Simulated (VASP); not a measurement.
# NbC (Fm-3m) in VASP: further runs

Runs on NbC. Level: PBE. Tasks: relaxation of cell and atoms.

Everything below comes from runs of VASP 6.6.1. Logs are shortened: lines on timing, memory, paths and dates and some standing lists are left out, and cuts for length are marked.

### 1 Starting point

The structure is cubic, space group Fm-3m (No. 225). Conventional cell: a = 4.469 Å, b = 4.469 Å, c = 4.469 Å, α = 90.00°, β = 90.00°, γ = 90.00°. Nb (site symmetry m-3m) has 6 C at 2.23 Å as nearest neighbours. C (site symmetry m-3m) has 6 Nb at 2.23 Å as nearest neighbours.

### 2 Relaxation of cell and atoms, PBE, collinear spin, ferromagnetic start

INCAR

```
PREC = Accurate ; ENCUT = 520
EDIFF = 1E-7 ; ISMEAR = 0
SIGMA = 0.1 ; LREAL = False
LASPH = True ; NELM = 120
ALGO = Normal ; ISIF = 3
LWAVE = False ; LCHARG = False
ISPIN = 2 ; MAGMOM = 1 0
LORBIT = 11 ; LMAXMIX = 4
GGA = PE ; IBRION = 2
NSW = 80 ; EDIFFG = -0.002
```

KPOINTS

```
regular mesh
0
Gamma
  16 16 16
```

POSCAR

```
NbC
1.0
    0.0000000000      2.2345500000      2.2345500000
    2.2345500000      0.0000000000      2.2345500000
    2.2345500000      2.2345500000      0.0000000000
Nb C
1 1
Direct
    0.0000000000      0.0000000000      0.0000000000
    0.5000000000      0.5000000000      0.5000000000
```

Potentials or basis: VASP PAW PBE potentials, release 64 (Nb_sv, C).

On the command line:

```sh
$ cat potpaw_PBE.64/Nb_sv/POTCAR potpaw_PBE.64/C/POTCAR > POTCAR
$ mpirun -np 1 vasp_std > vasp.out
```

OUTCAR:

```text
PREC = Accurate
   ENCUT = 520
   EDIFF = 1E-7
   ISMEAR = 0
   LREAL = False
   LASPH = True
   NELM = 120
   ISIF = 3
   ISPIN = 2
   LORBIT = 11
   GGA = PE
   IBRION = 2
   NSW = 80
   EDIFFG = -0.002

 ion  position               nearest neighbor table
   1  0.000  0.000  0.000-   2 2.23   2 2.23   2 2.23   2 2.23   2 2.23   2 2.23
   2  0.500  0.500  0.500-   1 2.23   1 2.23   1 2.23   1 2.23   1 2.23   1 2.23

  LATTYP: Found a face centered cubic cell.
 ALAT       =     4.4691000000

  Lattice vectors:

 A1 = (   0.0000000000,   2.2345500000,   2.2345500000)
 A2 = (   2.2345500000,   0.0000000000,   2.2345500000)
 A3 = (   2.2345500000,   2.2345500000,   0.0000000000)

Analysis of symmetry for initial positions (statically):
=====================================================================
 Subroutine PRICEL returns:
 Original cell was already a primitive cell.

 Routine SETGRP: Setting up the symmetry group for a
 face centered cubic supercell.

 Subroutine GETGRP returns: Found 48 space group operations
 (whereof 48 operations were pure point group operations)
 out of a pool of 48 trial point group operations.

The static configuration has the point symmetry O_h .

Analysis of symmetry for dynamics (positions and initial velocities):
=====================================================================
 Subroutine PRICEL returns:
 Original cell was already a primitive cell.

 Routine SETGRP: Setting up the symmetry group for a
 face centered cubic supercell.

 Subroutine GETGRP returns: Found 48 space group operations
 (whereof 48 operations were pure point group operations)
 out of a pool of 48 trial point group operations.

The dynamic configuration has the point symmetry O_h .

Analysis of structural, dynamic, and magnetic symmetry:
=====================================================================
 Subroutine PRICEL returns:
 Original cell was already a primitive cell.

 Routine SETGRP: Setting up the symmetry group for a
 face centered cubic supercell.

 Subroutine GETGRP returns: Found 48 space group operations
 (whereof 48 operations were pure point group operations)
 out of a pool of 48 trial point group operations.

The overall configuration has the point symmetry O_h .

 Subroutine INISYM returns: Found 48 space group operations
 (whereof 48 operations are pure point group operations),
 and found     1 'primitive' translations

----------------------------------------------------------------------------------------

                                     Primitive cell

  volume of cell :      22.3152

  direct lattice vectors                    reciprocal lattice vectors
     0.000000000  2.234550000  2.234550000    -0.223758699  0.223758699  0.223758699
     2.234550000  0.000000000  2.234550000     0.223758699 -0.223758699  0.223758699
[... 124 lines left out ...]
--------------------------------------- Ionic step        1  -------------------------------------------

 number of electron      16.9999999 magnetization       0.0004024

 number of electron      16.9999999 magnetization      -0.0000225

 Free energy of the ion-electron system (eV)
  ---------------------------------------------------
  ext. energy  EPLUGINS =         0.00000000
  ---------------------------------------------------
  free energy    TOTEN  =       -20.54515131 eV

  energy without entropy =      -20.54151077  energy(sigma->0) =      -20.54333104

------------------------ aborting loop because EDIFF is reached ----------------------------------------

  FORCE on cell =-STRESS in cart. coord.  units (eV):
  Direction    XX          YY          ZZ          XY          YZ          ZX
  --------------------------------------------------------------------------------------
  -------------------------------------------------------------------------------------
  Total        0.3908812      0.3908812      0.3908812      0.0000000      0.0000000      0.0000000
  in kB       28.0643562     28.0643562     28.0643562      0.0000000      0.0000000      0.0000000
  external PRESSURE =      28.0643562 kB  Pullay stress =       0.0000000 kB
[... 63 lines left out ...]
 number of electron      16.9999999 magnetization      -0.0000012

 number of electron      16.9999999 magnetization       0.0000002

 Free energy of the ion-electron system (eV)
  ---------------------------------------------------
  ext. energy  EPLUGINS =         0.00000000
  ---------------------------------------------------
  free energy    TOTEN  =       -20.54693382 eV

  energy without entropy =      -20.54325176  energy(sigma->0) =      -20.54509279

 E-fermi :  12.4309     XC(G=0): -13.0402

 val. band max:       12.3917722909   @ k =  -0.1875   0.1875   0.0000
 cond. band min:      12.4517487317   @ k =  -0.3750   0.4375   0.1250
 fundamental gap:      0.0599764408
 Fermi energy:        12.4308893362

 spin component 1

 k-point     1 :       0.0000    0.0000    0.0000
  band No.  band energies     occupation
      1     -43.3331      1.00000
      2     -19.0453      1.00000
      3     -19.0453      1.00000
      4     -19.0453      1.00000
      5      -0.9553      1.00000
      6      11.1537      1.00000
      7      11.1537      1.00000
      8      11.1537      1.00000
      9      12.2335      0.99737
     10      12.2335      0.99737
     11      12.2335      0.99737
     12      12.7920      0.00000
     13      12.7920      0.00000
[... 356 lines left out ...]
      2     -19.1236      1.00000
      3     -19.0669      1.00000
      4     -19.0472      1.00000
      5      -0.6980      1.00000
      6      10.2640      1.00000
      7      10.4031      1.00000
      8      10.5000      1.00000
      9      11.2998      1.00000
     10      12.1231      0.99999
     11      12.8859      0.00000
     12      13.8705      0.00000
     13      14.9221      0.00000

 [... further k-points ...]

 spin component 2

 k-point     1 :       0.0000    0.0000    0.0000
  band No.  band energies     occupation
      1     -43.3331      1.00000
      2     -19.0453      1.00000
      3     -19.0453      1.00000
      4     -19.0453      1.00000
      5      -0.9553      1.00000
      6      11.1537      1.00000
      7      11.1537      1.00000
      8      11.1537      1.00000
      9      12.2335      0.99737
     10      12.2335      0.99737
     11      12.2335      0.99737
     12      12.7920      0.00000
     13      12.7920      0.00000
[... 397 lines left out ...]
  FREE ENERGIE OF THE ION-ELECTRON SYSTEM (eV)
  ---------------------------------------------------
  free  energy   TOTEN  =       -20.5469338167 eV

  energy  without entropy=      -20.5432517575  energy(sigma->0) =      -20.54509279

 reached required accuracy - stopping structural energy minimisation

 total charge

# of ion       s       p       d       tot
------------------------------------------
    1        2.165   6.080   2.379  10.624
    2        0.880   1.530   0.000   2.410
--------------------------------------------------
tot          3.045   7.610   2.379  13.034

 magnetization (x)

# of ion       s       p       d       tot
------------------------------------------
    1        0.000   0.000   0.000   0.000
    2       -0.000  -0.000   0.000  -0.000
--------------------------------------------------
tot          0.000  -0.000   0.000   0.000
```

It took 94 s on 1 thread of Intel Xeon Platinum 8488C (Sapphire Rapids), shared host; peak memory 0.2 GiB.

What came out:

```yaml
Free_energy: -20.5469 eV
Relaxed_volume: 11.26 Å³/atom
Relaxed_cell: a = 3.170 Å, b = 3.170 Å, c = 3.170 Å, α = 60.00°, β = 60.00°, γ = 60.00°
Space_group_after_relaxing_to_0.05_Å: Fm-3m (No. 225)
Energy_gained_by_relaxing: 0.9 meV/atom
Ionic_steps: 3
Pressure_after_relaxing: 0.0 GPa
Band_gap_on_the_k_mesh: none (metal or under the smearing width)
Net_moment: 0.00 μB per cell
Valence_electrons_inside_the_program's_atomic_spheres: Nb 10.62; C 2.41
```

Step by step:
```tsv
step	energy change (eV)	largest force (eV/Å)	pressure (GPa)	volume (Å³)
1	0.0000	0.0000	2.81	22.32
2	0.0057	0.0000	-5.48	22.95
3	-0.0018	0.0000	-0.01	22.52
```

Final structure:
```xyz
2
Lattice="0.0000 2.2414 2.2414 2.2414 0.0000 2.2414 2.2414 2.2414 0.0000" Properties=species:S:1:pos:R:3 pbc="T T T"
Nb    0.0000    0.0000    0.0000
C     2.2414    2.2414    2.2414
```

PBE usually gives volumes a little too large and moduli too small. Zero-point motion and thermal expansion aren't in these numbers.

### 3 Relaxation of cell and atoms, PBE, collinear spin, ferromagnetic start

This run uses another cell than the first one, of 11.26 Å³/atom, 1.009 times its volume.

INCAR is that of step 2.

KPOINTS is that of step 2.

POSCAR

```
NbC                                     
1.0
    0.0000000000      2.2414187499      2.2414187499
    2.2414187499     -0.0000000000      2.2414187499
    2.2414187499      2.2414187499      0.0000000000
  Nb              C             
     1     1
Direct
     0.0000000000000000    0.0000000000000000    0.0000000000000000
     0.5000000000000000    0.5000000000000000    0.5000000000000000
```

Potentials or basis: VASP PAW PBE potentials, release 64 (Nb_sv, C).

On the command line:

```sh
$ cat potpaw_PBE.64/Nb_sv/POTCAR potpaw_PBE.64/C/POTCAR > POTCAR
$ mpirun -np 1 vasp_std > vasp.out
```

It took 38 s on 1 thread of Intel Xeon Platinum 8488C (Sapphire Rapids), shared host; peak memory 0.2 GiB.

Results (log left out):

```yaml
Free_energy: -20.5471 eV
Pressure_after_relaxing: 0.0 GPa
Band_gap_on_the_k_mesh: none (metal or under the smearing width)
Net_moment: 0.00 μB per cell
Valence_electrons_inside_the_program's_atomic_spheres: Nb 10.62; C 2.41
```

Final structure:
```
CELL_PARAMETERS angstrom
0.00000 2.24142 2.24142
2.24142 0.00000 2.24142
2.24142 2.24142 0.00000
ATOMIC_POSITIONS crystal
Nb 0.00000 0.00000 0.00000
C 0.50000 0.50000 0.50000
```

Levels at points of the mesh, in eV from the Fermi level:
Spin up:
```tsv
k point	band 5	band 6	band 7	band 8	band 9	band 10	band 11	band 12	band 13
(0.00, 0.00, 0.00)	-13.39	-1.28	-1.28	-1.28	-0.20	-0.20	-0.20	0.36	0.36
(0.50, 0.00, 0.00)	-9.77	-7.49	-5.06	-5.06	2.12	2.12	3.53	5.78	8.84
(0.50, 0.50, 0.00)	-12.03	-4.11	-3.84	-1.29	-1.29	1.97	3.20	3.20	6.38
```
Spin down:
```csv
k point,band 6,band 7,band 8,band 9,band 10,band 11,band 12,band 13
"(0.00, 0.00, 0.00)",-1.28,-1.28,-1.28,-0.20,-0.20,-0.20,0.36,0.36
"(0.50, 0.00, 0.00)",-7.49,-5.06,-5.06,2.12,2.12,3.53,5.78,8.84
"(0.50, 0.50, 0.00)",-4.11,-3.84,-1.29,-1.29,1.97,3.20,3.20,6.38
```

Caveat: the relaxation stopped at its first step, so nothing moved.
